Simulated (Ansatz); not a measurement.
**HgSe under compression and expansion**

```cif
data_structure
_symmetry_space_group_name_H-M 'F-43m'
_symmetry_Int_Tables_number 216
_cell_length_a 6.0720
_cell_length_b 6.0720
_cell_length_c 6.0720
_cell_angle_alpha 90.000
_cell_angle_beta 90.000
_cell_angle_gamma 90.000
_cell_volume 223.87
loop_
_atom_site_label
_atom_site_type_symbol
_atom_site_symmetry_multiplicity
_atom_site_Wyckoff_symbol
_atom_site_fract_x
_atom_site_fract_y
_atom_site_fract_z
_atom_site_occupancy
Hg1 Hg 4 a 0.00000 0.00000 0.00000 1
Se1 Se 4 c 0.25000 0.25000 0.25000 1
```

The runs use the primitive cell with vectors (0.000, 3.036, 3.036), (3.036, 0.000, 3.036), (3.036, 3.036, 0.000) Å, to which the k mesh refers.

The cell is COD entry 1538962, as deposited and not checked against the literature; nothing was relaxed.

No spin–orbit coupling, which matters for the heavy atoms here.

Methods: DFT, PBEsol, all-electron LAPW, scalar-relativistic (Ansatz 0.2.0); DFT, PBEsol, PAW with Ansatz's default frozen-core files, scalar-relativistic (Ansatz 0.2.0).

For LAPW: a Γ-centred 9×9×9 k mesh, Fermi–Dirac smearing of 0.02 eV, basis error target 0.25 meV/atom, no spin polarisation. PAW takes a cutoff of 420 eV at this cell (files made with PBE, cores remade for this functional). The Ansatz runs share mesh, smearing and spin set-up. Plane-wave (PAW) pressures include the program's estimate of the Pulay term.

The cell above is scaled evenly, with fractional coordinates and shape held.

```tsv
V/V(cell)	V (Å³/atom)	P, LAPW (GPa)	P, PAW (GPa)
0.9400	26.305	5.99	5.97
0.9600	26.864	4.38	4.37
0.9800	27.424	2.95	2.94
0.9900	27.704	2.30	2.29
1.0000	27.984	1.68	1.67
1.0100	28.264	1.10	1.09
1.0200	28.543	0.55	0.54
1.0400	29.103	-0.46	-0.46
1.0600	29.663	-1.35	-1.36
```

Problem. What do Birch–Murnaghan fits to the pressures give?

Solution. LAPW: V0 = 28.84 Å³/atom, B0 = 52 GPa, B0′ = 5.0; PAW: V0 = 28.84 Å³/atom, B0 = 52 GPa, B0′ = 5.0.

PAW's V0 lies -0.02 % from the all-electron value and its B0 -0.1 %. Symmetry fixes shape and coordinates here, so this is the relaxed modulus.
